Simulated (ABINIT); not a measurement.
# Tm (Fm-3m) in ABINIT: single point with LDA+U

Aim: the single point of Tm with LDA+U.

Everything below comes from runs of ABINIT 10.8.3 (patched build). Logs are shortened: lines on timing, memory, paths and dates and some standing lists are left out, and cuts for length are marked. The log counts tension as positive stress, the text compression.

### Step 1. Starting point

Symmetry: Fm-3m, No. 225, cubic system. Conventional cell: a = 4.936 Å, b = 4.936 Å, c = 4.936 Å, α = 90.00°, β = 90.00°, γ = 90.00°. Tm (site symmetry m-3m) has 12 Tm at 3.49 Å as nearest neighbours.

This isn't the form of Tm at room conditions, which is hcp.

### Step 2. Single point, LDA+U, collinear spin, ferromagnetic start

run.abi reads:

```
pp_dirpath "./"
pseudos "Tm.LDA_PW-JTH.xml"

acell 3*1.0 Angstrom
rprim
     0.0000000000     2.4680255249     2.4680255249
     2.4680255249     0.0000000000     2.4680255249
     2.4680255249     2.4680255249     0.0000000000
ntypat 1
znucl 69
natom 1
typat 1
xred
     0.0000000000     0.0000000000     0.0000000000

ecut 15.0
pawecutdg 30.0

kptopt 1
ngkpt 7 7 7
nshiftk 1
shiftk 0.0 0.0 0.0

ixc 7

nband 19
occopt 3
tsmear 0.05 eV

nsppol 2
spinat
     0.0000000000     0.0000000000     2.0000000000

usepawu 1
lpawu 3
upawu 5.0 eV
jpawu 0.5 eV

nstep 100
tolvrs 1.0e-9

iomode 3
prtwf 0
prtden 0
prteig 0
prtebands 0
enunit 1
```

Potentials or basis: JTH PAW LDA v2.0.

Run with:

```
> abinit run.abi > log 2>&1
```

run.abo:

```text
.Version 10.8.3 of ABINIT
 Symmetries : space group Fm -3 m (#225); Bravais cF (face-center cubic)
================================================================================
 Values of the parameters that define the memory need of the present run
     intxc =       0    ionmov =       0      iscf =      17    lmnmax =      32
     lnmax =       8     mgfft =      24  mpssoang =       4    mqgrid =    3001
     natom =       1  nloc_mem =       2    nspden =       2   nspinor =       1
    nsppol =       2      nsym =      48    n1xccc =       1    ntypat =       1
    occopt =       3   xclevel =       1
       mpw =         568          nfft =       13824          nkpt =          20
 PAW method is used; the additional fine FFT grid is defined by:
   mgfftf=        36    nfftf =     46656
================================================================================
================================================================================

--------------------------------------------------------------------------------
------------- Echo of variables that govern the present computation ------------
--------------------------------------------------------------------------------
 -outvars: echo values of preprocessed input variables --------
            acell      1.8897261259E+00  1.8897261259E+00  1.8897261259E+00 Bohr
              amu      1.68934210E+02
             ecut      1.50000000E+01 Hartree
           enunit           1
              ixc           7
            jpawu      1.83746611E-02 Hartree
         kptrlatt        7    0    0      0    7    0      0    0    7
          kptrlen      4.61701783E+01
            lpawu           3
            natom           1
            nband          19
            ngfft          24      24      24
          ngfftdg          36      36      36
             nkpt          20
           nspden           2
           nsppol           2
            nstep         100
             nsym          48
           ntypat           1
           occopt           3
        pawecutdg      3.00000000E+01 Hartree
           prtden           0
        prtebands           0
           prteig           0
            prtwf           0
            rprim      0.0000000000E+00  2.4680255249E+00  2.4680255249E+00
                       2.4680255249E+00  0.0000000000E+00  2.4680255249E+00
                       2.4680255249E+00  2.4680255249E+00  0.0000000000E+00
          spgroup         225
           spinat      0.0000000000E+00  0.0000000000E+00  2.0000000000E+00
           tolvrs      1.00000000E-09
           tsmear      1.83746611E-03 Hartree
            typat      1
            upawu      1.83746611E-01 Hartree
          usepawu           1
           useylm           1
            znucl       69.00000

================================================================================

 chkinp: Checking input parameters for consistency.

================================================================================
[... 161 lines left out ...]
       0.000000000000      0.000000000000      0.000000000000
 rms dE/dt=  0.0000E+00; max dE/dt=  0.0000E+00; dE/dt below (all hartree)
    1       0.000000000000      0.000000000000      0.000000000000

 cartesian coordinates (angstrom) at end:
    1      0.00000000000000     0.00000000000000     0.00000000000000

 cartesian forces (hartree/bohr) at end:
    1     -0.00000000000000    -0.00000000000000    -0.00000000000000
 frms,max,avg= 0.0000000E+00 0.0000000E+00   0.000E+00  0.000E+00  0.000E+00 h/b

 cartesian forces (eV/Angstrom) at end:
    1     -0.00000000000000    -0.00000000000000    -0.00000000000000
 frms,max,avg= 0.0000000E+00 0.0000000E+00   0.000E+00  0.000E+00  0.000E+00 e/A
 length scales=  1.889726125908  1.889726125908  1.889726125908 bohr
              =  1.000000000000  1.000000000000  1.000000000000 angstroms
 Fermi (or HOMO) energy (eV) =   3.25497   Average Vxc (eV)=  -9.81633
 Eigenvalues (   eV  ) for nkpt=  20  k points, SPIN UP:
 kpt#   1, nband= 19, wtk=  0.00292, kpt=  0.0000  0.0000  0.0000 (reduced coord)
 -45.96231  -19.17967  -19.17967  -19.17967   -2.10591    2.15987    2.15987    2.15987
   2.87653    2.87653    2.87653    6.22674    6.22674    6.22674    6.37054    8.85638
   8.85638   14.66418   17.19476
 prteigrs : prtvol=0 or 1, do not print more k-points.

 Eigenvalues (   eV  ) for nkpt=  20  k points, SPIN DOWN:
 kpt#   1, nband= 19, wtk=  0.00292, kpt=  0.0000  0.0000  0.0000 (reduced coord)
 -46.41786  -19.51205  -19.51205  -19.51205   -2.13830    0.13621    1.79355    1.79355
   1.79355    1.83099    1.83099    1.83099    6.10853    6.10853    6.10853    8.80833
   8.80833   13.63625   17.09952
 prteigrs : prtvol=0 or 1, do not print more k-points.

--- !EnergyTerms
iteration_state     : {dtset: 1, }
comment             : Components of total free energy in Hartree
kinetic             :  1.11741747228248E+01
hartree             :  5.53906683665113E+01
xc                  : -4.84397167044333E+00
Ewald energy        : -1.30009007177551E+02
psp_core            :  9.95253760333678E+00
local_psp           : -1.21397700479922E+02
PAW spherical_terms : -4.09100928397172E+01
internal            : -2.20643391474960E+02
'-kT*entropy'       : -3.94284096988928E-04
total_energy        : -2.20643785759057E+02
total_energy_eV     : -6.00402327706518E+03
...

--- !EnergyTermsDC
iteration_state     : {dtset: 1, }
comment             : '"Double-counting" decomposition of free energy'
band_energy         : -6.66488722649787E+00
Ewald energy        : -1.30009007177551E+02
psp_core            :  9.95253760333678E+00
xc_dc               : -5.38937760623274E+01
PAW spherical_terms : -4.00282614963908E+01
internal            : -2.20643394359430E+02
'-kT*entropy'       : -3.94284096988928E-04
total_energy_dc     : -2.20643788643527E+02
total_energy_dc_eV  : -6.00402335555561E+03
...

--- !EnergyTermsWithPAWCore
iteration_state     : {dtset: 1, }
comment             : 'Components of total free energy, including PAW core contributions'
Total energy        : -1.35590761984527E+04
Total energy DC     : -1.35590762013371E+04
Total energy (eV)   : -3.68961259574784E+05
Total energy DC (eV): -3.68961259653274E+05
...

 Cartesian components of stress tensor (hartree/bohr^3)
  sigma(1 1)= -6.63873677E-05  sigma(3 2)=  0.00000000E+00
  sigma(2 2)= -6.63873677E-05  sigma(3 1)=  0.00000000E+00
  sigma(3 3)= -6.63873677E-05  sigma(2 1)=  0.00000000E+00

-Cartesian components of stress tensor (GPa)         [Pressure=  1.9532E+00 GPa]
- sigma(1 1)= -1.95318379E+00  sigma(3 2)=  0.00000000E+00
- sigma(2 2)= -1.95318379E+00  sigma(3 1)=  0.00000000E+00
- sigma(3 3)= -1.95318379E+00  sigma(2 1)=  0.00000000E+00

== END DATASET(S) ==============================================================
================================================================================

 -outvars: echo values of variables after computation  --------
            acell      1.8897261259E+00  1.8897261259E+00  1.8897261259E+00 Bohr
           etotal     -2.2064378864E+02
            fcart     -0.0000000000E+00 -0.0000000000E+00 -0.0000000000E+00
            rprim      0.0000000000E+00  2.4680255249E+00  2.4680255249E+00
                       2.4680255249E+00  0.0000000000E+00  2.4680255249E+00
                       2.4680255249E+00  2.4680255249E+00  0.0000000000E+00
           strten     -6.6387367687E-05 -6.6387367687E-05 -6.6387367687E-05
                       0.0000000000E+00  0.0000000000E+00  0.0000000000E+00
 Calculation completed.
```

Wall time 43 s (1 thread of Intel Xeon Platinum 8488C (Sapphire Rapids), shared host); peak memory 0.1 GiB.

Results:

| Quantity | Value |
| --- | --- |
| Free energy | -6004.0234 eV |
| Pressure | 2.0 GPa |
| Band gap on the k mesh | none (metal or under the smearing width) |
| Net moment | -1.10 μB per cell |
| Site moments | Tm -1.11 μB |
| Valence electrons inside the program's atomic spheres | Tm 20.95 (radii [1.3287] Å) |

Levels at points of the mesh, in eV from the Fermi level:
Spin up:
```csv
k point,band 7,band 8,band 9,band 10,band 11,band 12,band 13,band 14,band 15,band 16
"(0.00, 0.00, 0.00)",-1.10,-1.10,-0.38,-0.38,-0.38,2.97,2.97,2.97,3.12,5.60
```
Spin down:
```
           k point  band 10  band 11  band 12  band 13  band 14  band 15
(0.00, 0.00, 0.00)    -1.42    -1.42    -1.42     2.85     2.85     2.85
```

Eigenvalues of the final occupation matrices:
| site | spin | trace | eigenvalues |
| --- | --- | --- | --- |
| atom 1 | 1 | 5.77 | 0.00 0.94 0.94 0.94 0.98 0.98 0.98 |
| atom 1 | 2 | 6.87 | 0.98 0.98 0.98 0.98 0.98 0.98 0.98 |

Caveat: the magnetic or orbital state may not be the lowest; spin-orbit coupling is left out, which moves the levels of the heavy elements. The state reached can hang on the start; a lower one may exist.
